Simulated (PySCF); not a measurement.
The calculation used delta-SCF UKS SCAN, pcX-2 on the ionised atom, pcseg-1 elsewhere, spin-free X2C in PySCF. Geometries: GFN2-xTB; isolated species, one conformer each. Values against the vacuum level.

Question: Order these sites by rising C 1s binding energy.
A. C1 in `[CH2:1]=[CH:2]/[C:3]([CH3:4])=[N:5]\[NH2:6]`
B. C4 in `[CH3:1][P:2]1(=[O:3])[CH2:4][CH2:5]1`
C. C4 in `[CH2:1]=[CH:2][PH:3][CH2:4][OH:5]`
D. C5 in `[cH:1]1[cH:2][n:3][nH:4][cH:5]1`

Answer: A (289.84 eV), B (290.62 eV), D (291.42 eV), C (291.97 eV).

From the lowest up, the atoms are bonded to: C (double bond) and 2 H (289.84); C, 2 H and P (290.62); N (aromatic in the SMILES), C (aromatic in the SMILES) and H (291.42); O, 2 H and P (291.97).

Question: Rank by computed N 1s binding energy, lowest first.
A. N3 in `[CH2:1]=[N:2][N:3]=[C:4]([CH3:5])[CH3:6]`
B. N4 in `[cH:1]1[cH:2][n:3][nH:4][cH:5]1`
C. N6 in `[CH2:1]=[CH:2]/[C:3]([CH3:4])=[N:5]\[NH2:6]`

Answer: A (405.19 eV), C (405.80 eV), B (407.12 eV).

The highest is bonded to N (aromatic in the SMILES), C (aromatic in the SMILES) and H, the lowest to N and C (double bond); the range is 1.93 eV.
